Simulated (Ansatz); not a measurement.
# SiO2: the cost of one run

Computed with Ansatz 0.2.0 (DFT PBE, scalar-relativistic, plane waves, PAW, unless a step's input says otherwise).

2 further runs of the same task are left out: 2 set aside as unsound or not needed. Runs told in other sessions of the task aren't counted.

## (1) Starting point

It takes space group P4_12_12 (No. 92, tetragonal). The conventional cell has a = 5.084 Å, b = 5.084 Å, c = 7.101 Å, α = 90.00°, β = 90.00°, γ = 90.00°. Around Si (site symmetry 2) lie 4 O at 1.62 to 1.63 Å. O (site symmetry 1) is surrounded by 2 Si at 1.62 to 1.63 Å.

As a file:

```
CELL_PARAMETERS angstrom
5.08370 0.00000 0.00000
0.00000 5.08370 0.00000
0.00000 0.00000 7.10088
ATOMIC_POSITIONS crystal
Si 0.29386 0.29386 0.00000
Si 0.20614 0.79386 0.25000
Si 0.70614 0.70614 0.50000
Si 0.79386 0.20614 0.75000
O 0.24118 0.09345 0.17423
O 0.40655 0.74118 0.42423
O 0.75882 0.90655 0.67423
O 0.59345 0.25882 0.92423
O 0.74118 0.40655 0.57577
O 0.90655 0.75882 0.32577
O 0.25882 0.59345 0.07577
O 0.09345 0.24118 0.82577
```

This cell was relaxed beforehand with the same method: volume 15.29 Å³/atom, gap on the mesh 5.51 eV.

## (2) Electronic structure at the relaxed geometry

input.yaml reads:

```yaml
crystal:
  lattice:
    - [5.0836999392, 0.0, 0.0]
    - [0.0, 5.0836999392, 0.0]
    - [0.0, 0.0, 7.1008765718]
  atoms:
    - { symbol: Si, position: [0.2938575611, 0.2938575611, 0.0] }
    - { symbol: Si, position: [0.2061424389, 0.7938575611, 0.25] }
    - { symbol: Si, position: [0.7061424389, 0.7061424389, 0.5] }
    - { symbol: Si, position: [0.7938575611, 0.2061424389, 0.75] }
    - { symbol: O, position: [0.2411800971, 0.0934526146, 0.1742257763] }
    - { symbol: O, position: [0.4065473854, 0.7411800971, 0.4242257763] }
    - { symbol: O, position: [0.7588199029, 0.9065473854, 0.6742257763] }
    - { symbol: O, position: [0.5934526146, 0.2588199029, 0.9242257763] }
    - { symbol: O, position: [0.7411800971, 0.4065473854, 0.5757742237] }
    - { symbol: O, position: [0.9065473854, 0.7588199029, 0.3257742237] }
    - { symbol: O, position: [0.2588199029, 0.5934526146, 0.0757742237] }
    - { symbol: O, position: [0.0934526146, 0.2411800971, 0.8257742237] }
basis:
  ecutwfc: 420
kpoints:
  mp_grid: { grid: [6, 6, 4] }
  band_path:
    path:
      - [[0.0, 0.0, 0.0], [0.0, 0.5, 0.0], [0.5, 0.5, 0.0], [0.0, 0.0, 0.0], [0.0, 0.0, 0.5], [0.0, 0.5, 0.5], [0.5, 0.5, 0.5], [0.0, 0.0, 0.5]]
      - [[0.0, 0.5, 0.0], [0.0, 0.5, 0.5]]
      - [[0.5, 0.5, 0.0], [0.5, 0.5, 0.5]]
    npoints: 10
hamiltonian:
  xc: pbe
scf:
  occupations: { method: gaussian, width: 0.02 }
  n_extra_bands: 30
output:
  forces: true
  stress: true
  eigenvalues: true
  populations: true
  dos: { projected: true, de: 0.02, nscf_kmesh: { grid: [9, 9, 6] } }
  bader: false
  write_density: true
  write_potential: true
  elf: true
  volumetric_format: npy
```

On the command line:

```
$ ansatz run input.yaml --threads 4 --pin off --max-ram 10240MiB --backend cpu --events-out ev --progress --plain --runs-dir out
```

What time and memory should one allow on 4 threads of Intel Xeon at 2.50GHz (Skylake/Cascade Lake), shared host?

About 74 s, with a peak of 1 GiB.
